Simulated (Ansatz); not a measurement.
Zincblende BP was put through Ansatz (plane waves). Cell and atoms come from a relaxation with r2SCAN.

The cell given to it:
```xyz
2
Lattice="0.0000 2.2683 2.2683 2.2683 0.0000 2.2683 2.2683 2.2683 0.0000" Properties=species:S:1:pos:R:3 pbc="T T T"
B     0.0000    0.0000    0.0000
P     1.1342    1.1342    1.1342
```

Output, abridged:
```
Functional definition: PBE
Crystal: 2 atoms, lattice volume = 23.342 Å³
Basis set: ecut = 420 eV, 459 PW (Γ)
Bands: 8, of which v1, the nominal top of the filled ones, is band 4 counted from 1 (3 counted from 0)
Symmetry: 24 space group operations
Space group: F-43m (ITA 216)
k-points: 16 of 216 (time reversal used)
Free energy (F): -912.429217 eV
Fermi energy:    9.282898 eV
--- Per-component energies (eV) ---
  E_band       = 22.306655
  E_kinetic    = 121.845866
  E_local      = -67.928050
  E_nonlocal   = 45.006362
  E_hartree    = 17.081109
  E_xc         = -94.889638
  E_vxc        = -100.569674
  E_paw        = -647.967218
  E_vpaw       = -10.210408
  E_ewald      = -285.577648
--- G₀W₀: contour deformation, 7 samples at zero and on the imaginary axis and 1 off it, 216 q-points, 128 empty bands' worth ---
    ik  band        ε_KS         Σx   Σc(E_QP)       V_xc       Z   E_QP_lin       E_QP  E_QP is
     0     3      9.2829   -16.4285     1.0343   -14.8019  0.7890     8.6885     8.6906  root
     0     4      9.2829   -16.4285     1.0343   -14.8019  0.7890     8.6885     8.6906  root
     0     5     12.6855    -8.6469    -4.6191   -13.5909  0.7887    13.0113    13.0105  root
     0     6     12.6855    -8.6469    -4.6191   -13.5909  0.7887    13.0113    13.0105  root
     1     3      8.6180   -16.4553     1.2244   -14.6235  0.7863     8.0081     8.0106  root
     1     4      8.6180   -16.4553     1.2244   -14.6235  0.7863     8.0081     8.0106  root
     1     5     13.3031    -8.7802    -4.8260   -13.8859  0.7858    13.5835    13.5828  root
     1     6     13.5883    -8.4659    -4.9177   -13.7297  0.7826    13.9355    13.9343  root
     2     3      7.8142   -16.8300     1.6058   -14.5672  0.7813     7.1538     7.1571  root
     2     4      7.8142   -16.8300     1.6058   -14.5672  0.7813     7.1538     7.1571  root
     2     5     13.1804    -8.9424    -4.9261   -14.1115  0.7860    13.4239    13.4234  root
     2     6     14.1359    -7.5751    -5.1483   -13.0760  0.7819    14.4898    14.4884  root
     3     3      7.5245   -17.0100     1.7557   -14.5766  0.7794     6.8429     6.8468  root
     3     4      7.5245   -17.0100     1.7557   -14.5766  0.7794     6.8429     6.8468  root
     3     5     13.0634    -9.0307    -4.9299   -14.1933  0.7866    13.2966    13.2961  root
     3     6     13.9895    -7.2092    -5.0976   -12.6436  0.7858    14.3275    14.3263  root
     4     3      7.5505   -16.4573     1.5809   -14.2314  0.7808     6.9020     6.9055  root
     4     4      7.5505   -16.4573     1.5809   -14.2314  0.7808     6.9020     6.9055  root
     4     5     11.7241    -8.2040    -4.3956   -12.8412  0.7953    11.9661    11.9657  root
     4     6     15.1391    -8.3979    -5.4097   -14.1822  0.7690    15.5154    15.5136  root
     9     3      5.7903   -17.0477     2.3653   -13.9518  0.7658     5.0534     5.0597  root
     9     4      5.7903   -17.0477     2.3653   -13.9518  0.7658     5.0534     5.0597  root
     9     5     10.6652    -7.8166    -4.1996   -12.1517  0.8012    10.8007    10.8006  root
     9     6     12.5888    -6.4324    -4.7478   -11.3334  0.8011    12.7422    12.7420  root
    12     3      5.1651   -17.2703     2.6411   -13.8759  0.7593     4.4042     4.4119  root
    12     4      5.1651   -17.2703     2.6411   -13.8759  0.7593     4.4042     4.4119  root
    12     5     10.6141    -7.2879    -4.2797   -11.6586  0.8019    10.7051    10.7050  root
    12     6     10.9407    -7.2032    -4.3210   -11.6468  0.8072    11.0634    11.0632  root
```

The points are ik 0 = (0, 0, 0) (Γ), ik 1 = (0, 0, 1/6), ik 2 = (0, 0, 1/3), ik 3 = (0, 0, -1/2), ik 4 = (0, 1/6, 1/6), ik 9 = (0, 1/3, 1/3), ik 12 = (0, -1/2, -1/2); band 4 is the last filled one.

**Question.** Write the input file that gave this output.

**Answer.**
```yaml
crystal:
  # lattice and atoms as above
kpoints:
  mp_grid: { grid: [6, 6, 6] }
hamiltonian:
  xc: pbe
scf:
  occupations: { method: fixed }
gw:
  n_empty_bands: 128
  ecut_chi: 180
  qp_bands: [v2, c2]
  qp_kpoints: band_edges
  screening: { model: contour_deformation }
```
The quasiparticle table needs the gw block. Not every key shows in the log; this is the file that was used.

It took 14 s on 1 × NVIDIA H100 80GB HBM3 with 2 threads of AMD EPYC 7R13 Processor (Zen 3), on a shared host, load about 1.6 per core; peak host memory 1.2 GiB.

Spin-unpolarised throughout; all numbers are computed.
